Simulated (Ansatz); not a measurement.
# MgS: energy against volume and a worked fit

```xyz
2
Lattice="0.0000 2.8331 2.8331 2.8331 0.0000 2.8331 2.8331 2.8331 0.0000" Properties=species:S:1:pos:R:3 pbc="T T T"
S     1.4166    1.4166    1.4166
Mg    0.0000    0.0000    0.0000
```

The cell comes from a database or a generator and needn't be the stable form of this composition.

The cell was scaled at fixed shape and fractions and run with Ansatz, Ansatz PAW, cutoff 420 eV; HSE06, k mesh 6 × 6 × 6 on the cell of 2 atoms, fermi-dirac occupations of 0.05 eV, no spin polarisation, no spin-orbit coupling. The potentials were made for PBE. Energies are those that the program minimises, any entropy of the smearing included.

```tsv
V (Å³/atom)	energy over the lowest row (meV/atom)
21.3758	15.881
21.8306	?
22.2854	1.451
22.7402	0.000
23.1950	1.909
23.6498	6.850
24.1046	14.538
```

Question: Fit the third-order Birch-Murnaghan form, give V0, B0 and B′, and predict the energy left open.

Answer: With y = (V0/V)^(2/3), E = E0 + (9 V0 B0/16) [(y - 1)³ B′ + (y - 1)² (6 - 4y)]. Least squares through the rows shown give V0 = 22.7017 Å³/atom, E0 = -0.011 meV, B0 = 59.46 GPa (1 eV/Å³ = 160.218 GPa) and B′ = 4.03, with a largest miss of 0.003 meV. At V = 21.8306 the form with these constants gives 6.612 meV; the run gave 6.611 meV an atom.

The cell is zincblende MgS, with each ion tetrahedrally surrounded, rather than the denser rocksalt form known as the ground state. The fitted V0 and B0 therefore belong to the open polymorph and shouldn't be set against data for ordinary rocksalt MgS, which is more compact and stiffer. Symmetry fixes both sites, so uniform scaling leaves out no internal relaxation.

The well is steeper on the compressed side: 21.3758 Å³/atom lies closer to V0 than 24.1046 Å³/atom does, yet costs more energy. Overlap repulsion between the closed shells, mainly of Mg and the large sulfide ion, rises rapidly on compression, whereas the electrostatic attraction changes more gently. With B′ close to four, the cubic term in Eulerian strain nearly vanishes, and a second-order form would serve almost as well here. The close match at the omitted volume confirms a smooth interpolation, but is no test of the form at strong compression. The curve alone can't give the pressure of a transition to rocksalt, which needs that phase's own curve.
